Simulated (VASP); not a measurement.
# SiO2 (Stishovite) (P4_2/mnm) in VASP: notebook, part 2 of 2

VASP 6.6.1.

## (4) Relaxation of shape and atoms at fixed volume, PBEsol (a relaxed cell with its volume scaled by 0.96)

File INCAR:

```
SYSTEM = SiO2
PREC = Accurate
ENCUT = 600
EDIFF = 1E-7
ISMEAR = 0
SIGMA = 0.03
LREAL = .FALSE.
LASPH = .TRUE.
NELM = 80
ALGO = Fast
ISIF = 4
LWAVE = .FALSE.
LCHARG = .FALSE.
GGA = PS
IBRION = 2
NSW = 40
EDIFFG = -0.01
KPAR = 2
```

File KPOINTS:

```
regular mesh
0
G
  8 8 10
  0 0 0
```

File POSCAR:

```
SiO2                                    
1.0
    4.1353940450      0.0000000000      0.0000000000
    0.0000000000      4.1353940450      0.0000000000
    0.0000000000      0.0000000000      2.6464452292
  Si              O             
     2     4
Direct
     0.0000000000000000    0.0000000000000000    0.0000000000000000
     0.5000000000000000    0.5000000000000000    0.5000000000000000
     0.3058244602396201    0.3058244602396201    0.0000000000000000
     0.1941755397603799    0.8058244602396201    0.5000000000000000
     0.6941755397603799    0.6941755397603799    0.0000000000000000
     0.8058244602396201    0.1941755397603799    0.5000000000000000
```

Potentials or basis: VASP PAW PBE potentials, release 64 (Si, O).

Started as:

```console
$ cat potpaw_PBE.64/Si/POTCAR potpaw_PBE.64/O/POTCAR > POTCAR
$ mpirun -np 2 vasp_std > vasp.out
```

OUTCAR:

```text
SYSTEM = SiO2
   PREC = Accurate
   ENCUT = 600
   EDIFF = 1E-7
   ISMEAR = 0
   LREAL = .FALSE.
   LASPH = .TRUE.
   NELM = 80
   ISIF = 4
   GGA = PS
   IBRION = 2
   NSW = 40
   EDIFFG = -0.01

 ion  position               nearest neighbor table
   1  0.000  0.000  0.000-   4 1.74   6 1.74   4 1.74   6 1.74   5 1.79   3 1.79
   2  0.500  0.500  0.500-   3 1.74   5 1.74   3 1.74   5 1.74   4 1.79   6 1.79
   3  0.306  0.306  0.000-   2 1.74   2 1.74   1 1.79
   4  0.194  0.806  0.500-   1 1.74   1 1.74   2 1.79
   5  0.694  0.694  0.000-   2 1.74   2 1.74   1 1.79
   6  0.806  0.194  0.500-   1 1.74   1 1.74   2 1.79

  LATTYP: Found a simple tetragonal cell.
 ALAT       =     4.1353940450
 C/A-ratio  =     0.6399499541

  Lattice vectors:

 A1 = (   4.1353940450,   0.0000000000,   0.0000000000)
 A2 = (   0.0000000000,   4.1353940450,   0.0000000000)
 A3 = (   0.0000000000,   0.0000000000,   2.6464452292)

Analysis of symmetry for initial positions (statically):
=====================================================================
 Subroutine PRICEL returns:
 Original cell was already a primitive cell.
[... 190 lines left out ...]
  --------------------------------------------------------------------------------------
  -------------------------------------------------------------------------------------
  Total        3.7193672      3.7193672      4.5612430      0.0000000      0.0000000      0.0000000
  in kB      131.6688167    131.6688167    161.4719483      0.0000000      0.0000000      0.0000000
  external PRESSURE =     141.6031939 kB  Pullay stress =       0.0000000 kB
[... 107 lines left out ...]
--------------------------------------- Ionic step        4  -------------------------------------------

 number of electron      31.9999995 magnetization

 Free energy of the ion-electron system (eV)
  ---------------------------------------------------
  ext. energy  EPLUGINS =         0.00000000
  ---------------------------------------------------
  free energy    TOTEN  =       -48.91728202 eV

  energy without entropy =      -48.91728202  energy(sigma->0) =      -48.91728202

 E-fermi :   8.7163     XC(G=0): -12.6855

 val. band max:        8.6010534368   @ k =   0.0000   0.0000   0.0000
 cond. band min:      14.5946640065   @ k =   0.0000   0.0000   0.0000
 fundamental gap:      5.9936105697
 Fermi energy:         8.7163233391

 k-point     1 :       0.0000    0.0000    0.0000
  band No.  band energies     occupation
      1     -14.2745      2.00000
      2     -10.4442      2.00000
      3     -10.4442      2.00000
      4     -10.0801      2.00000
      5      -2.6230      2.00000
      6       1.9383      2.00000
[... 541 lines left out ...]
     19      18.2983      0.00000
     20      18.2983      0.00000

 [... further k-points ...]

------------------------ aborting loop because EDIFF is reached ----------------------------------------

  FORCE on cell =-STRESS in cart. coord.  units (eV):
  Direction    XX          YY          ZZ          XY          YZ          ZX
  --------------------------------------------------------------------------------------
  -------------------------------------------------------------------------------------
  Total        3.7193530      3.7193530      3.6300806      0.0000000      0.0000000      0.0000000
  in kB      131.6683136    131.6683136    128.5079939      0.0000000      0.0000000      0.0000000
  external PRESSURE =     130.6148737 kB  Pullay stress =       0.0000000 kB
[... 21 lines left out ...]
  FREE ENERGIE OF THE ION-ELECTRON SYSTEM (eV)
  ---------------------------------------------------
  free  energy   TOTEN  =       -48.9172820203 eV

  energy  without entropy=      -48.9172820203  energy(sigma->0) =      -48.91728202

 reached required accuracy - stopping structural energy minimisation
```

OSZICAR:

```text
N       E                     dE             d eps       ncg     rms          rms(c)
DAV:   1     0.183005620703E+03    0.18301E+03   -0.19991E+04  3600   0.174E+03
DAV:   2    -0.455225416591E+02   -0.22853E+03   -0.22082E+03  4784   0.347E+02
DAV:   3    -0.531422981549E+02   -0.76198E+01   -0.75998E+01  4316   0.673E+01
[... 39 lines left out ...]
RMM:   3    -0.489172768109E+02    0.23727E-03   -0.37918E-04  3600   0.154E-01    0.570E-03
RMM:   4    -0.489172809661E+02   -0.41553E-05   -0.40434E-05  3613   0.521E-02    0.505E-03
RMM:   5    -0.489172817350E+02   -0.76888E-06   -0.68395E-06  3641   0.190E-02    0.300E-03
RMM:   6    -0.489172819890E+02   -0.25395E-06   -0.14892E-06  3344   0.819E-03    0.958E-04
RMM:   7    -0.489172820203E+02   -0.31354E-07   -0.38601E-07  2519   0.397E-03
   4 F= -.48917282E+02 E0= -.48917282E+02  d E =-.355491E-03
```

CONTCAR:

```text
SiO2
   1.00000000000000
     4.1247174153498216   -0.0000000000000000    0.0000000000000000
     0.0000000000000000    4.1247174153498216    0.0000000000000000
     0.0000000000000000    0.0000000000000000    2.6601633491322834
  Si              O
     2     4
Direct
     0.0000000000000000    1.0000000000000000    1.0000000000000000
     0.5000000000000000    0.5000000000000000    0.5000000000000000
     0.3044180000787752    0.3044180000787752    0.0000000000000000
     0.1955819999212248    0.8044180000787753    0.5000000000000000
     0.6955819999212247    0.6955819999212247    1.0000000000000000
     0.8044180000787753    0.1955819999212248    0.5000000000000000

  0.00000000E+00  0.00000000E+00  0.00000000E+00
  0.00000000E+00  0.00000000E+00  0.00000000E+00
  0.00000000E+00  0.00000000E+00  0.00000000E+00
  0.00000000E+00  0.00000000E+00  0.00000000E+00
  0.00000000E+00  0.00000000E+00  0.00000000E+00
  0.00000000E+00  0.00000000E+00  0.00000000E+00
```

It took 2.5 min on 2 MPI ranks of AMD EPYC 7R13 (Zen 3), shared host; peak memory 0.19 GiB.

What came out:

| Quantity | Value |
| --- | --- |
| Free energy | -48.9173 eV |
| Energy gained by relaxing | 1.1 meV/atom |
| Ionic steps | 4 |
| Pressure after relaxing | 13.1 GPa |
| Largest force after relaxing | 0.008 eV/Å |
| Band gap on the k mesh | 5.99 eV, direct |

Forces on the atoms (eV/Å):
```
Si   0.000  0.000  0.000
Si   0.000  0.000  0.000
O   -0.006 -0.006  0.000
O    0.006 -0.006  0.000
O    0.006  0.006  0.000
O   -0.006  0.006  0.000
```

Step by step:
```
step  energy change (eV)  largest force (eV/Å)  pressure (GPa)
   1              0.0000                0.2785           14.16
   2             -0.0048                0.1815           12.68
   3             -0.0063                0.0316           13.13
   4             -0.0066                0.0079           13.06
```

Final structure:
```cif
data_structure
_symmetry_space_group_name_H-M 'P 1'
_symmetry_Int_Tables_number 1
_cell_length_a 4.1247
_cell_length_b 4.1247
_cell_length_c 2.6602
_cell_angle_alpha 90.000
_cell_angle_beta 90.000
_cell_angle_gamma 90.000
_cell_volume 45.26
loop_
_atom_site_label
_atom_site_type_symbol
_atom_site_fract_x
_atom_site_fract_y
_atom_site_fract_z
_atom_site_occupancy
Si1 Si 0.00000 0.00000 0.00000 1
Si2 Si 0.50000 0.50000 0.50000 1
O1 O 0.30442 0.30442 0.00000 1
O2 O 0.19558 0.80442 0.50000 1
O3 O 0.69558 0.69558 0.00000 1
O4 O 0.80442 0.19558 0.50000 1
```

Levels at points of the mesh, in eV from the valence-band top:
| k point | band 14 | band 15 | band 16 | band 17 | band 18 | band 19 |
| --- | --- | --- | --- | --- | --- | --- |
| (0.00, 0.00, 0.00) | -0.92 | -0.92 | 0.00 | 5.99 | 6.50 | 8.40 |
| (0.50, 0.00, 0.00) | -2.78 | -1.09 | -1.09 | 7.94 | 7.94 | 9.00 |
| (0.50, 0.50, 0.00) | -2.88 | -2.39 | -2.39 | 7.62 | 7.62 | 10.10 |
| (0.00, 0.00, 0.50) | -3.35 | -2.81 | -2.81 | 9.39 | 9.39 | 12.69 |
| (0.50, 0.00, 0.50) | -2.36 | -1.86 | -1.86 | 8.93 | 8.93 | 10.14 |
| (0.50, 0.50, 0.50) | -1.77 | -1.65 | -1.65 | 7.36 | 7.36 | 11.14 |

Caveat: the PAW data sets were made with another functional, which shifts forces and pressure a little. A k mesh can miss the band edges.

## (5) Relaxation of shape and atoms at fixed volume, PBEsol (a relaxed cell with its volume scaled by 0.98)

INCAR is that of step 4.

KPOINTS is that of step 4.

Changes to POSCAR since step 4:

```diff
@@ -2,5 +2,5 @@
 1.0
-    4.1353940450      0.0000000000      0.0000000000
-    0.0000000000      4.1353940450      0.0000000000
-    0.0000000000      0.0000000000      2.6464452292
+    4.1639149052      0.0000000000      0.0000000000
+    0.0000000000      4.1639149052      0.0000000000
+    0.0000000000      0.0000000000      2.6646971523
   Si              O
```

Started as:

```console
$ cat potpaw_PBE.64/Si/POTCAR potpaw_PBE.64/O/POTCAR > POTCAR
$ mpirun -np 2 vasp_std > vasp.out
```

Run time: 2.4 min. Hardware: 2 MPI ranks of AMD EPYC 7R13 (Zen 3), shared host; peak memory 0.19 GiB.

The run converged. Its results:

- Free energy: -48.9773 eV
- Energy gained by relaxing: 0.3 meV/atom
- Ionic steps: 4
- Pressure after relaxing: 6.1 GPa
- Largest force after relaxing: 0.004 eV/Å
- Band gap on the k mesh: 5.65 eV, direct

Forces in eV/Å, atoms in the order of the input:
```
Si   0.000  0.000  0.000
Si   0.000  0.000  0.000
O   -0.003 -0.003  0.000
O    0.003 -0.003  0.000
O    0.003  0.003  0.000
O   -0.003  0.003  0.000
```

Stress tensor (GPa, compression positive):
```
6.18 0.00 0.00
0.00 6.18 0.00
0.00 0.00 6.01
```

Step by step:
| step | energy change (eV) | largest force (eV/Å) | pressure (GPa) |
| --- | --- | --- | --- |
| 1 | 0.0000 | 0.1341 | 6.69 |
| 2 | -0.0014 | 0.0711 | 5.98 |
| 3 | -0.0016 | 0.0167 | 6.17 |
| 4 | -0.0017 | 0.0045 | 6.13 |

Final structure:
```
CELL_PARAMETERS angstrom
4.15815 0.00000 0.00000
0.00000 4.15815 0.00000
0.00000 0.00000 2.67209
ATOMIC_POSITIONS crystal
Si 0.00000 0.00000 0.00000
Si 0.50000 0.50000 0.50000
O 0.30508 0.30508 0.00000
O 0.19492 0.80508 0.50000
O 0.69492 0.69492 0.00000
O 0.80508 0.19492 0.50000
```

Levels at points of the mesh, in eV from the valence-band top:
| k point | band 13 | band 14 | band 15 | band 16 | band 17 | band 18 | band 19 | band 20 |
| --- | --- | --- | --- | --- | --- | --- | --- | --- |
| (0.00, 0.00, 0.00) | -2.53 | -0.90 | -0.90 | 0.00 | 5.65 | 6.47 | 8.30 | 8.30 |
| (0.50, 0.00, 0.00) | -2.74 | -2.74 | -1.08 | -1.08 | 7.71 | 7.71 | 8.89 | 8.89 |
| (0.50, 0.50, 0.00) | -2.79 | -2.79 | -2.33 | -2.33 | 7.39 | 7.39 | 9.94 | 9.94 |
| (0.00, 0.00, 0.50) | -3.22 | -3.22 | -2.74 | -2.74 | 9.12 | 9.12 | 12.50 | 12.50 |
| (0.50, 0.00, 0.50) | -2.32 | -2.32 | -1.81 | -1.81 | 8.74 | 8.74 | 9.88 | 9.88 |
| (0.50, 0.50, 0.50) | -1.76 | -1.76 | -1.60 | -1.60 | 7.14 | 7.14 | 10.95 | 10.95 |

Caveat: the PAW data sets were made with another functional, which shifts forces and pressure a little. A k mesh can miss the band edges.

## (6) The runs side by side

| task | cell | gap on the mesh (eV) | pressure (GPa) |
| --- | --- | --- | --- |
| relaxation of cell and atoms | relaxed | 5.34 | 0.0 |
| relaxation of shape and atoms at fixed volume | atoms relaxed at fixed volume from: a relaxed cell with its volume scaled by 0.94 | 6.35 | 20.9 |
| relaxation of shape and atoms at fixed volume | atoms relaxed at fixed volume from: a relaxed cell with its volume scaled by 0.96 | 5.99 | 13.1 |
| relaxation of shape and atoms at fixed volume | atoms relaxed at fixed volume from: a relaxed cell with its volume scaled by 0.98 | 5.65 | 6.1 |

Alike in all rows: level PBEsol; potentials or basis VASP PAW PBE potentials, release 64 (Si, O); no spin polarisation; k mesh 8 × 8 × 10; cutoff (eV) 600; smearing gaussian 0.03 eV.

Caveats: the PAW data sets were made with another functional, which shifts forces and pressure a little; the relaxation stopped at its first step, so nothing moved (some runs).

Total energies depend on the potentials used, so only differences within one code and one set of settings carry meaning.
